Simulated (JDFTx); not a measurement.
Crystal: SnSe.

```
Sn Se
1.0
     0.00000    3.01000    3.01000
     3.01000    0.00000    3.01000
     3.01000    3.01000    0.00000
Sn Se
1 1
Cartesian
  0.0000 0.0000 0.0000
  3.0100 3.0100 3.0100
```

Measurements of this composition are mostly on another form, of space group No. 62.

```yaml
Program: JDFTx 1.7.0 (patched build)
Task: relaxation of cell and atoms
Functional: r2SCAN
Potentials_or_basis: SG15-PBE-1.2 with smoothed tails
Cutoff: 1088 eV
Density_cutoff: 8708 eV
k_mesh: 3 × 3 × 3
Occupations: fermi-dirac, width 0.05 eV
Spin: no spin polarisation
```

At the start: pressure -2.0 GPa; volume 27.27 Å³/atom.

**Question.** Where does the relaxation end?

**Answer.** Over 5 steps the energy falls by 6.4 meV/atom and the volume is 26.26 Å³/atom (-3.7 %); space group Fm-3m (No. 225, to 0.05 Å).

Step by step:
```tsv
step	energy change (eV)	largest force (eV/Å)	pressure (GPa)	volume (Å³)
1	0.0000	0.0000	-1.96	54.54
2	-0.0027	0.0000	-1.75	54.31
3	-0.0127	0.0000	0.03	52.50
4	-0.0127	0.0000	0.00	52.53
5	-0.0127	0.0000	0.00	52.53
```

Final structure:
```
Sn Se
1.0
     0.00000    2.97252    2.97252
     2.97252    0.00000    2.97252
     2.97252    2.97252    0.00000
Sn Se
1 1
Direct
  0.00000 0.00000 0.00000
  0.50000 0.50000 0.50000
```

Caveat: the k mesh is coarse (spacing up to 0.60 Å⁻¹), so the values aren't converged; meta-GGA forces are noisy on this grid; the potentials were made for another functional, which shifts forces and pressure.
